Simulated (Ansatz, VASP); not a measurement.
BiTe in VASP and in Ansatz

```xyz
2
Lattice="0.0000 3.2776 3.2776 3.2776 0.0000 3.2776 3.2776 3.2776 0.0000" Properties=species:S:1:pos:R:3 pbc="T T T"
Bi    0.0000    0.0000    0.0000
Te    3.2776    3.2776    3.2776
```

Change from the starting cell: volume scaled by 1.04.

Alike in both runs: task single point; functional PBE; k mesh 7 × 7 × 7; occupations fermi-dirac, width 0.05 eV; no spin polarisation.

|  | VASP | Ansatz |
| --- | --- | --- |
| version | VASP 6.6.1 | Ansatz 0.2.0 |
| potentials or method | VASP PAW PBE potentials, release 64 (Bi_d, Te), cutoff 520 eV | all-electron LAPW, scalar-relativistic |

Ansatz gave:

| Quantity | Value |
| --- | --- |
| gap on the k mesh at the Fermi level (eV) | none |
| pressure (GPa) | -0.9 |

Task: Estimate VASP's values.

Result: gap on the k mesh at the Fermi level (eV): none; pressure (GPa): -1.0.

A gap of «none» marks a metal or a gap that the smearing closes. Ansatz ran all-electron here, so the differences hold the error of VASP's frozen core and of both bases.

Caveats: spin-orbit coupling is left out, which moves the levels of the heavy elements.
